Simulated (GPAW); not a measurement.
## How the form of the self-energy moves the gap of MgO (Fm-3m)

How much does the gap of MgO (Fm-3m) depend on the approximation to the self-energy?

Main program and level: GPAW 26.7.0; PBE and many-body steps on it, plane waves.

**The experiments to reproduce.**

- Gap 7.83 eV: literature experimental gap; bulk crystal (quoted in “Electronic structure of alkaline earth and post-transition metal oxides”, 2009, arxiv:0908.1581).

This is a report of a sequence of runs, with most program output left out.

**1. The starting structure**

The structure is cubic, space group Fm-3m (No. 225). Conventional cell: a = 4.194 Å, b = 4.194 Å, c = 4.194 Å, α = 90.00°, β = 90.00°, γ = 90.00°. Nearest to Mg lie 6 O at 2.10 Å. Nearest to O lie 6 Mg at 2.10 Å. Farther neighbours and most contacts between anions are not listed.

Structure file:

```
Mg O
1.0
     0.00000    2.09700    2.09700
     2.09700    0.00000    2.09700
     2.09700    2.09700    0.00000
Mg O
1 1
Direct
  0.00000 0.00000 0.00000
  0.50000 0.50000 0.50000
```

The cell and positions are those that the Materials Project relaxed with its own functionals (PBE, PBE+U or r2SCAN), kept fixed.

**2. Empty states on the mesh, 8×8×8 mesh, 284 bands**

This step: GPAW 26.7.0; DFT, PBE, plane waves, PAW.

The sums over transitions need many empty states on a uniform mesh; this step solves for them.

Contents of run.py:

```python
import json
import numpy as np
from gpaw.mpi import world
from gpaw import GPAW

calc = GPAW('gs.gpw').fixed_density(kpts={'size': (8, 8, 8), 'gamma': True},
    parallel={'domain': 1, 'band': 1},
    txt='nscf.txt')
calc.diagonalize_full_hamiltonian(nbands=284)
calc.write('full.gpw', mode='all')
res = {}
kpts = calc.get_ibz_k_points()
res['kpts'] = kpts
res['eigenvalues'] = [calc.get_eigenvalues(kpt=k) for k in range(len(kpts))]
res['n_electrons'] = calc.get_number_of_electrons()

if world.rank == 0:
    with open('result.json', 'w') as f:
        json.dump(res, f, default=lambda x: x.tolist())
```

Run with:

```sh
$ mpirun -n 8 gpaw python run.py
```

The job ended after 8.4 s (8 MPI ranks of Intel Xeon Platinum 8259CL at 2.50GHz (Skylake/Cascade Lake), shared host; peak memory 1.4 GiB; 65 s of CPU time).

Numbers from this step:

```yaml
gap: 4.886 eV
k_of_the_valence_top: 0, 0, 0
k_of_the_conduction_bottom: 0, 0, 0
least_direct_gap: 4.886 eV
k_points_computed: 29
lowest_point_of_the_top_converged_band_above_the_valence_top: 332.3458 eV
```

On this mesh the gap is 4.886 eV.

**3. One-shot HSE06**

This step: one-shot HSE06 levels on PBE orbitals, plane waves, PAW.

Contents of run.py:

```python
import json
import numpy as np
from gpaw.mpi import world
from gpaw.hybrids.eigenvalues import non_self_consistent_eigenvalues

dft, vxc, vxc_hyb = non_self_consistent_eigenvalues('full.gpw', 'HSE06', 6, 10, kpt_indices=[0])
res = {'dft': dft[0], 'hybrid': (dft - vxc + vxc_hyb)[0]}
if world.rank == 0:
    with open('hybrid.txt', 'w') as f:
        for k, e0, e1 in zip([0], res['dft'], res['hybrid']):
            print(k, ' '.join(f'{x:9.4f}' for x in e0), '|', ' '.join(f'{x:9.4f}' for x in e1), file=f)

if world.rank == 0:
    with open('result.json', 'w') as f:
        json.dump(res, f, default=lambda x: x.tolist())
```

Run with:

```sh
$ mpirun -n 8 gpaw python run.py
```

Elapsed: 6.7 s, on 8 MPI ranks; peak memory 1.6 GiB.

Numbers from this step:

- starting gap on the mesh: 4.886 eV
- hybrid gap on the mesh: 6.637 eV
- least direct hybrid gap on the computed points: 6.637 eV

**4. GLLB-SC, self-consistent**

This step: DFT, GLLB-SC with its derivative discontinuity, plane waves, PAW.

Contents of run.py:

```python
import json
import numpy as np
from gpaw.mpi import world
from ase import Atoms
from gpaw import GPAW, PW, FermiDirac

atoms = Atoms(['Mg', 'O'],
    cell=[[0.0000000000, 2.0970013927, 2.0970013927],
      [2.0970013927, 0.0000000000, 2.0970013927],
      [2.0970013927, 2.0970013927, 0.0000000000]],
    scaled_positions=[[0.0000000000, 0.0000000000, 0.0000000000],
      [0.5000000000, 0.5000000000, 0.5000000000]],
    pbc=(True, True, True))
calc = GPAW(mode=PW(600),
    xc='GLLBSC',
    kpts={'size': (8, 8, 8), 'gamma': True},
    occupations=FermiDirac(0.001),
    nbands=-7,
    convergence={'bands': -3},
    maxiter=120,
    txt='gllbsc.txt')
atoms.calc = calc
atoms.get_potential_energy()
homo, lumo = calc.get_homo_lumo()
response = calc.hamiltonian.xc.response
dxc_pot = response.calculate_discontinuity_potential(homo, lumo)
ks_gap, dxc = response.calculate_discontinuity(dxc_pot)
res = {'ks_gap': ks_gap, 'dxc': dxc}

if world.rank == 0:
    with open('result.json', 'w') as f:
        json.dump(res, f, default=lambda x: x.tolist())
```

Run with:

```sh
$ mpirun -n 8 gpaw python run.py
```

Wall time 8 s (8 MPI ranks); peak memory 1.3 GiB.

This step gave:

```
starting gap on the mesh      : 6.050 eV
derivative discontinuity      : 2.354 eV
quasiparticle gap on the mesh : 8.405 eV
```

**5. G0W0, extrapolated in the cutoff**

Now the one-shot GW correction: screening in the RPA, then the self-energy of the levels asked for.

This step: G0W0 on PBE, plane waves, PAW.

Contents of run.py:

```python
import json
import numpy as np
from gpaw.mpi import world
from gpaw.response.g0w0 import G0W0

gw = G0W0('full.gpw',
    filename='gw',
    kpts=[0],
    bands=(6, 10),
    ecut=350.0,
    integrate_gamma='WS',
    ppa=True,
    ecut_extrapolation=True)
gw.calculate()
res = {mode: {k: v for k, v in r.items() if k != 'sigma_eskwn'}
       for mode, r in gw.all_results.items()}

if world.rank == 0:
    with open('result.json', 'w') as f:
        json.dump(res, f, default=lambda x: x.tolist())
```

Run with:

```sh
$ mpirun -n 8 gpaw python run.py
```

Elapsed: 26 min, on 8 MPI ranks; peak memory 2.4 GiB; 3.5 h of CPU time.

Numbers from this step:

```yaml
quasiparticle_gap_on_the_points_computed: 7.544 eV
least_direct_quasiparticle_gap_on_the_computed_points: 7.544 eV
z_at_the_valence_top: 0.7956
z_at_the_conduction_bottom: 0.8504
starting_gap_on_the_mesh: 4.886 eV
k_of_the_valence_top: 0, 0, 0
k_of_the_conduction_bottom: 0, 0, 0
gaps_at_the_cutoffs_of_the_extrapolation: 7.467, 7.475, 7.483 eV
```

The gap on the mesh goes from 4.89 eV to 7.54 eV, a correction of +2.66 eV.

**6. One-shot Hartree-Fock**

This step: one-shot Hartree-Fock levels on PBE orbitals, plane waves, PAW.

Contents of run.py:

```python
import json
import numpy as np
from gpaw.mpi import world
from gpaw.hybrids.eigenvalues import non_self_consistent_eigenvalues

dft, vxc, vxc_hyb = non_self_consistent_eigenvalues('full.gpw', 'EXX', 6, 10, kpt_indices=[0])
res = {'dft': dft[0], 'hybrid': (dft - vxc + vxc_hyb)[0]}
if world.rank == 0:
    with open('hybrid.txt', 'w') as f:
        for k, e0, e1 in zip([0], res['dft'], res['hybrid']):
            print(k, ' '.join(f'{x:9.4f}' for x in e0), '|', ' '.join(f'{x:9.4f}' for x in e1), file=f)

if world.rank == 0:
    with open('result.json', 'w') as f:
        json.dump(res, f, default=lambda x: x.tolist())
```

Run with:

```sh
$ mpirun -n 8 gpaw python run.py
```

Run time: 6.1 s. Hardware: 8 MPI ranks; peak memory 1.6 GiB.

This step gave:

| Quantity | Value |
| --- | --- |
| starting gap on the mesh | 4.886 eV |
| hybrid gap on the mesh | 15.05 eV |
| least direct hybrid gap on the computed points | 15.05 eV |

**7. Side by side**

Times are wall times on 8 MPI ranks of Intel Xeon Platinum 8259CL at 2.50GHz (Skylake/Cascade Lake), shared host, good to a factor of about two.

| run | mesh | bands | screening cutoff (eV) | DFT gap (eV) | gap on the mesh (eV) | direct (eV) | time |
| --- | --- | --- | --- | --- | --- | --- | --- |
| one-shot HSE06 | 8×8×8 | - | - | 4.886 | 6.637 | 6.637 | 6.7 s |
| GLLB-SC, self-consistent | 8×8×8 | - | - | 6.050 | 8.405 | - | 8 s |
| G0W0, extrapolated in the cutoff | 8×8×8 | - | 350 | 4.886 | 7.544 | 7.544 | 26 min |
| one-shot Hartree-Fock | 8×8×8 | - | - | 4.886 | 15.050 | 15.050 | 6.1 s |

**8. What came out**

* one-shot HSE06: 6.637 eV
* GLLB-SC, self-consistent: 8.405 eV
* G0W0, extrapolated in the cutoff: 7.544 eV
* one-shot Hartree-Fock: 15.050 eV
* known limits: not at the basis limit

**Reading.** GLLB-SC, self-consistent: +1.768 eV against one-shot HSE06, +1.164 eV of it in the start. G0W0, extrapolated in the cutoff: +0.907 eV against one-shot HSE06, at other bands or cutoff, so not like for like. One-shot Hartree-Fock: +8.413 eV against one-shot HSE06. One-shot hybrid levels are evaluated on the PBE orbitals. GLLB-SC has a self-consistent start of its own and adds its derivative discontinuity. Against experiment, by G0W0, extrapolated in the cutoff: the gap of 7.54 eV lies −0.29 eV from the measured 7.83 eV (kind not stated, quoted 2009). These are gaps on the mesh, at modest bands and cutoff. The calculation has static nuclei and no excitons; a measured gap holds zero-point and thermal motion, which mostly lowers it. Bands and cutoff are finite, so the gap is not at the basis limit. The miss can reach some tenths of an eV and take either sign; the mesh is an error of its own. These stock PAW sets were not made for GW. The program warns of a poor linear fit in the extrapolation of some level, so the extrapolated values are rough.

[Paths, hosts, dates, memory and timing lines, banners, echoed tables and standing remarks are left out of the program output.]

[Logs are printed without paths, hosts, clocks, repeated set-up lines and the standing remarks that a program may print on its own settings, such as how far it seeks lower states.]

[Runs of the session that timed out or met a known fault of the program may be left out.]

[Hosts, paths, dates, database ids (printed as entryN), source tags and the programs' standing remarks are cut or masked in the printed files.]
